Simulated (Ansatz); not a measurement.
ZrC in Ansatz: the effect of functional

ZrC:

```
Zr C
1.0
     0.00000    2.33304    2.33304
     2.33304    0.00000    2.33304
     2.33304    2.33304    0.00000
Zr C
1 1
Cartesian
  2.3330 2.3330 2.3330
  0.0000 0.0000 0.0000
```

The cell isn't the ideal one: volume scaled by 0.96.

Alike in all runs:

- Program: Ansatz 0.2.0
- Task: single point
- Potentials or basis: Ansatz PAW
- k mesh: 10 × 10 × 10
- Occupations: fermi-dirac, width 0.05 eV
- Spin: no spin polarisation

```csv
functional,cutoff,pressure (GPa)
LDA,420 eV (not typed: the program's choice for these potentials),-3.8
r2SCAN,500 eV (not typed: the program's choice for these potentials),?
PBE,420 eV (not typed: the program's choice for these potentials),6.4
```

Question: What does the run with functional r2SCAN give?

Answer: Pressure 7.1 GPa.

Caveats: the PAW data sets come from PBE, with cores solved anew for the run's functional, which leaves a small shift of forces and pressure (some runs).
